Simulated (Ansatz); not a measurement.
Input and command of a plane-wave DFT calculation in Ansatz:

```yaml
crystal:
  lattice:
    - [3.1756120272, 0.0, 0.0]
    - [-1.5878060136, 2.7501606882, 0.0]
    - [0.0, 0.0, 12.081759122]
  atoms:
    - { symbol: W, position: [0.6666666667, 0.3333333333, 0.2499514166] }
    - { symbol: W, position: [0.3333333333, 0.6666666667, 0.7500485834] }
    - { symbol: Se, position: [0.3333333333, 0.6666666667, 0.3878583956] }
    - { symbol: Se, position: [0.6666666667, 0.3333333333, 0.8879550797] }
    - { symbol: Se, position: [0.3333333333, 0.6666666667, 0.1120449203] }
    - { symbol: Se, position: [0.6666666667, 0.3333333333, 0.6121416044] }
basis:
  ecutwfc: 420
kpoints:
  mp_grid: { grid: [12, 12, 4] }
hamiltonian:
  xc: pbesol
  dispersion: d3bj
scf:
  occupations: { method: gaussian, width: 0.02 }
output:
  forces: true
  stress: true
  eigenvalues: true
relax:
  adjacent_minimum: "off"
  f_tol: 0.01
  max_steps: 30
  cell: { stress_tol: 0.1, fix: [volume] }
```

```bash
ansatz run input.yaml --threads 1 --pin off --max-ram 2560MiB --backend cpu --events-out ev --progress --plain --runs-dir out
```

Processor: Intel(R) Xeon(R) 6975P-C (Granite Rapids), 1 thread, on a host shared with other jobs.

Question: Estimate time, memory and problem size.

Answer: About 77 s on 1 thread of Intel(R) Xeon(R) 6975P-C (Granite Rapids), with other jobs on the host, peak memory 0.63 GiB. It solves 56 bands at 69 k points (the mesh reduced by the symmetry that the task leaves, which can be less than the crystal's) with about 2069 plane waves, in 42 SCF iterations over 6 ionic steps.
